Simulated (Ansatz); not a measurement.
# Relativistic treatment of Bi

```xyz
2
Lattice="4.5390 0.0000 0.0000 -2.2695 3.9309 0.0000 0.0000 0.0000 11.8290" Properties=species:S:1:pos:R:3 pbc="T T T"
Bi    0.0000    2.6206    2.9573
Bi    2.2695    1.3103    8.8718
```

Atom numbers follow the list: Bi1, Bi2.

The geometry is COD entry 9011614, unchecked; take it as a test cell.

One fixed cell is solved with PBE by full-potential LAPW in Ansatz 0.2.0 under different relativistic treatments. Pressure is positive in compression.

Sampling and basis: a Γ-centred 9×9×3 k mesh, Fermi–Dirac smearing of 0.03 eV, basis error target 0.5 meV/atom, no spin polarisation.

```tsv
setting	P (GPa)
scalar-relativistic	-3.27
non-relativistic	?
with spin–orbit coupling	?
scalar-relativistic, inner shells corrected to Dirac	-3.27
```

**Question.** Give the missing entry: row "non-relativistic", column "P (GPa)".

**Answer.** -3.32.

**Question.** Give the missing entry: row "with spin–orbit coupling", column "P (GPa)".

**Answer.** -1.73.
